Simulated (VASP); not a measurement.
Here is a VASP 6.6.1 calculation.

Contents of INCAR:

```
SYSTEM = PbSe
  ALGO = Normal
  EDIFF = 1E-7
  EDIFFG = -0.005
  ENCUT = 600
  GGA = PS
  IBRION = 2
  ISIF = 3
  ISMEAR = 0
  KPAR = 4
  LASPH = .TRUE.
  LCHARG = .FALSE.
  LREAL = .FALSE.
  LWAVE = .FALSE.
  NELM = 80
  NSW = 90
  PREC = Accurate
  SIGMA = 0.03
```

The input KPOINTS:

```
k-points
0
G
  8 8 8
  0 0 0
```

POSCAR

```
PbSe                                    
1.0
    0.0000000000      3.0519897383      3.0519897383
    3.0519897383      0.0000000000      3.0519897383
    3.0519897383      3.0519897383      0.0000000000
  Pb              Se            
     1     1
Direct
     0.0000000000000000    0.0000000000000000    0.0000000000000000
     0.5000000000000000    0.5000000000000000    0.5000000000000000
```

Potentials or basis: VASP PAW PBE potentials, release 64 (Pb_d, Se).

Run with:

```bash
$ cat potpaw_PBE.64/Pb_d/POTCAR potpaw_PBE.64/Se/POTCAR > POTCAR
$ mpirun -np 4 vasp_std > vasp.out
```

Task: Predict the band gap on the k mesh.

Result: 0.17 eV, direct.

Final structure:
```xyz
2
Lattice="0.0000 3.0520 3.0520 3.0520 0.0000 3.0520 3.0520 3.0520 0.0000" Properties=species:S:1:pos:R:3 pbc="T T T"
Pb    0.0000    0.0000    0.0000
Se    3.0520    3.0520    3.0520
```

Caveat: the relaxation stopped at its first step, so nothing moved; spin-orbit coupling is left out, which as a rule narrows the gap of such compounds by several tenths of an eV. A k mesh can miss the band edges.
